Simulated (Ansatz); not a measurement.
**MgH: rattling a relaxed structure**

The structure comes from a generated guess, relaxed at this level; another structure or a mixture of phases may lie lower.

All numbers below come from DFT PBE, scalar-relativistic, plane waves, PAW (Ansatz 0.2.0). Settings: cutoff 420 eV, Γ-centred mesh 22×22×18 on the computed 2-atom cell, Gaussian smearing of 0.10 eV; no spin polarisation.

The cell below (2 atoms, space group Cmmm (No. 65)) is relaxed within its symmetry.

```
Mg H
1.0
     1.43356   -2.96142    0.00000
     1.43356    2.96142    0.00000
     0.00000    0.00000    3.15052
Mg H
1 1
Direct
  0.00000 0.00000 0.00000
  0.50000 0.50000 0.50000
```

For the test a repeat of it with 8 atoms (edges 3.29, 5.22, 6.30 Å) was strained at random (σ = 1.5 % a component), the atoms were moved at random (σ = 0.05 Å), and all was relaxed again on a coarse 6×4×4 mesh (in the run’s order of axes) with 0.20 eV smearing, with no symmetry imposed.

The cell is a metal run without spin; a magnetic state may lie lower.

Q: Does it come back?

A: It doesn't return. The energy falls by 282 meV/atom on that mesh, the volume changes by -5.4 %, and the end has space group Pmmn (No. 59) at a loose tolerance. Relaxed again on a 12×8×6 mesh with 0.10 eV smearing, the new structure lies 280 meV/atom below the first (mesh in the axes of the run's cell; the cell below is made exact in the group named). Space group Pmmn (No. 59), orthorhombic, a = 3.313 Å, b = 4.688 Å, c = 6.549 Å. Around Mg on its first site lie 2 H at 2.00 Å; around Mg on its second site lie 6 H at 2.03–2.08 Å; H has 4 Mg at 2.00–2.08 Å and 4 H at 2.34–2.46 Å.

```
Mg H
1.0
     3.31286    0.00000    0.00000
     0.00000    4.68787    0.00000
     0.00000    0.00000    6.54895
Mg H
4 4
Direct
  0.50000 0.00000 0.88611
  0.00000 0.50000 0.11389
  0.50000 0.00000 0.37701
  0.00000 0.50000 0.62299
  0.00000 0.24968 0.36070
  0.00000 0.75032 0.36070
  0.50000 0.25032 0.63930
  0.50000 0.74968 0.63930
```
